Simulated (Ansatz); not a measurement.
# From the elastic tensor of ZrS2 at 3 GPa (stress–strain coefficients) to moduli and sound speeds

Computed with DFT PBE+D3(BJ), scalar-relativistic, plane waves, PAW (Ansatz 0.2.0). Settings: 420 eV plane-wave cutoff, Γ-centred 12×12×8 mesh, fixed occupations. No spin polarisation.

It takes space group P-3m1 (No. 164, trigonal). Conventional cell: a = 3.585 Å, b = 3.585 Å, c = 5.501 Å, α = 90.00°, β = 90.00°, γ = 120.00°. Zr (site symmetry -3m) has 6 S at 2.54 Å as nearest neighbours. Around S (site symmetry 3m) lie 3 Zr at 2.54 Å.

Relaxed-ion constants (GPa, on the Cartesian axes of the calculation):
```
153.8  34.4  23.1  -7.3   0.0   0.0
 34.4 153.8  23.1   7.3   0.0   0.0
 23.1  23.1  89.5   0.0   0.0   0.0
 -7.3   7.3   0.0  23.3   0.0   0.0
  0.0   0.0   0.0   0.0  23.3  -7.3
  0.0   0.0   0.0   0.0  -7.3  59.7
```

Density 4.212 g/cm³; 3 atoms in 61.24 Å³.

The values that follow are for a polycrystal of randomly turned grains, by Hill's mean where one number stands. In a crystal this anisotropic the Voigt and Reuss bounds lie far apart, so Hill's mean and the sound speeds and Debye temperature from it are rough.

With S = C⁻¹: B_V = (C11+C22+C33+2(C12+C13+C23))/9, G_V = (C11+C22+C33−C12−C13−C23+3(C44+C55+C66))/15, 1/B_R = S11+S22+S33+2(S12+S13+S23), 15/G_R = 4(S11+S22+S33−S12−S13−S23)+3(S44+S55+S66); Hill is their mean. Then v_l = √((B+4G/3)/ρ), v_t = √(G/ρ), v_m = [(2/v_t³+1/v_l³)/3]^(−1/3) and Θ = (ħ/k_B)·v_m·(6π²n/V)^(1/3) for n atoms in the volume V; E = 9BG/(3B+G), ν = (3B−2G)/(2(3B+G)) and A^U = 5G_V/G_R + B_V/B_R − 6.

```
Bulk modulus, Voigt / Reuss / Hill          : 62.0 / 57.4 / 59.7 GPa
Shear modulus, Voigt / Reuss / Hill         : 42.4 / 33.8 / 38.1 GPa
Young's modulus                             : 94 GPa
Poisson ratio                               : 0.237
Pugh ratio B/G                              : 1.57
Universal anisotropy index                  : 1.34
Longitudinal and transverse sound speeds    : 5122 and 3007 m/s
Debye temperature from the mean sound speed : 363 K
```

Cost: 1 run of about 3.5 core-minutes, on Intel Xeon Platinum 8488C (Sapphire Rapids) (shared hosts).

The stiffness follows the layered structure: C11 is 153.8 GPa against 89.5 GPa for C33, and the shear constant C44, at 23.3 GPa, lies well below C66 at 59.7 GPa. Straining the layers in their plane distorts the polar-covalent Zr–S framework, whereas strain along c and sliding of the layers are taken up largely by the weak contacts between facing sulfur sheets. Hydrostatic compression therefore shortens c more readily than a. C33 is nevertheless sizeable for a van der Waals crystal, which may reflect sulfur–sulfur repulsion across the compressed gap or the strength of the dispersion term. The small but finite C14 couples in-plane strain to interlayer shear, as trigonal symmetry allows and hexagonal symmetry would forbid.

The tensor is positive definite, so the lattice resists any small homogeneous strain at this pressure. The Pugh ratio of 1.57 says little about how a single crystal fails, since easy basal slip and cleavage are governed by the interlayer contacts rather than by averaged moduli.
